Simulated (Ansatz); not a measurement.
Pressure against volume: Rb

```
CELL_PARAMETERS angstrom
5.03446 0.00000 0.00000
-2.51723 4.35997 0.00000
0.00000 0.00000 8.33680
ATOMIC_POSITIONS crystal
Rb 0.33333 0.66667 0.25000
Rb 0.66667 0.33333 0.75000
```

The cell was built from the hcp type and relaxed in the same program, and has space group P6_3/mmc; it needn't be a known or the stable phase.

Levels of theory: DFT, PBE, all-electron LAPW, scalar-relativistic (Ansatz 0.2.0); DFT, PBE, PAW with Ansatz's default frozen-core files, scalar-relativistic (Ansatz 0.2.0).

For LAPW: a Γ-centred 11×11×6 k mesh, Fermi–Dirac smearing of 0.03 eV, basis error target 0.25 meV/atom, no spin polarisation. PAW takes a cutoff of 420 eV at this cell. The Ansatz runs share mesh, smearing and spin set-up. Plane-wave (PAW) pressures include the program's estimate of the Pulay term.

The cell above is scaled evenly, with fractional coordinates and shape held.

| V/V(cell) | V (Å³/atom) | P, LAPW (GPa) | P, PAW (GPa) |
| --- | --- | --- | --- |
| 0.9600 | 87.837 | 0.12 | 0.12 |
| 0.9800 | 89.667 | 0.06 | 0.06 |
| 1.0000 | 91.497 | 0.00 | 0.00 |
| 1.0200 | 93.327 | -0.05 | -0.05 |
| 1.0400 | 95.157 | ? | ? |

Problem. Fill in the row V/V(cell) = 1.0400.

Solution. P, LAPW (GPa) = -0.10, P, PAW (GPa) = -0.10.

Problem. What do Birch–Murnaghan fits to the pressures give?

Solution. LAPW: V0 = 91.42 Å³/atom, B0 = 3 GPa, B0′ = 3.8; PAW: V0 = 91.42 Å³/atom, B0 = 3 GPa, B0′ = 3.8.

PAW's V0 lies -0.01 % from the all-electron value and its B0 0.0 %. With shape and internal coordinates held, B0 is an upper bound to the relaxed modulus.
